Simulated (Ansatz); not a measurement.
The same path of a periodic cell of 17 atoms, Si (host Si, host structure diamond, interstitial Si) was run twice with different band settings. Lost on the way: Si15–Si17. Made: Si10–Si17.

Computed with DFT PBEsol, scalar-relativistic, plane waves, PAW in Ansatz 0.2.0. Settings: PAW set soft_1, cutoff 420 eV, k mesh 2x2x2, gaussian smearing 0.02 eV, no spin polarisation.

Relaxed end points:

```xyz
17
Lattice="0.0000 5.4300 5.4300 5.4300 0.0000 5.4300 5.4300 5.4300 0.0000" Properties=species:S:1:pos:R:3
Si 0.005 -0.005 -0.005
Si 1.325 1.358 1.356
Si 2.691 2.739 -0.024
Si 4.073 4.106 1.358
Si 2.696 -0.019 2.734
Si 4.074 1.359 4.106
Si 5.456 2.741 2.741
Si 6.791 4.079 4.072
Si 0.004 2.719 2.719
Si 1.357 4.071 4.073
Si 2.710 5.425 2.720
Si 4.071 6.787 4.039
Si 2.711 2.719 5.426
Si 4.073 4.040 6.787
Si 5.452 5.408 5.408
Si 6.821 6.788 6.789
Si 4.076 6.794 6.787
```

```xyz
17
Lattice="0.0000 5.4300 5.4300 5.4300 0.0000 5.4300 5.4300 5.4300 0.0000" Properties=species:S:1:pos:R:3
Si -0.003 0.002 0.001
Si 1.331 1.337 1.336
Si 2.713 2.716 -0.030
Si 4.093 4.097 1.337
Si 2.713 -0.030 2.716
Si 4.093 1.337 4.096
Si 5.460 2.716 2.716
Si 6.781 4.078 4.078
Si -0.037 2.716 2.716
Si 1.332 4.097 4.096
Si 2.713 5.465 2.716
Si 4.074 6.784 4.081
Si 2.713 2.717 5.464
Si 4.074 4.081 6.784
Si 5.429 5.431 5.431
Si 6.779 6.785 6.784
Si 2.711 8.147 8.146
```

Common settings: climbing image yes; spring 5.0 eV/Å²; optimiser quadratic models (default); end points relaxed.

| run | movable images | start path | force threshold | iteration limit |
| --- | --- | --- | --- | --- |
| 1 | 5 | straight line | 0.05 eV/Å | 48 |
| 2 | 3 | default | 0.2 eV/Å | 50 |

Problem. What does each run give, and how far can it be trusted?

Solution. Run 1: converged after 7 iterations, highest image 0.294 eV above the first end. By the program's own check the climbing image is a first-order saddle point (lowest curvatures found: -0.24 and 0.54 eV/Å²).
Run 2: converged after 3 iterations, highest image 0.316 eV above the first end. The threshold of 0.2 eV/Å is loose, so the images may lie well off the minimum-energy path. The order of the stationary point at the top wasn't checked.
Limits of this set-up: coarse k mesh, PAW files made for another functional, a small cell, in which the defect meets its images.
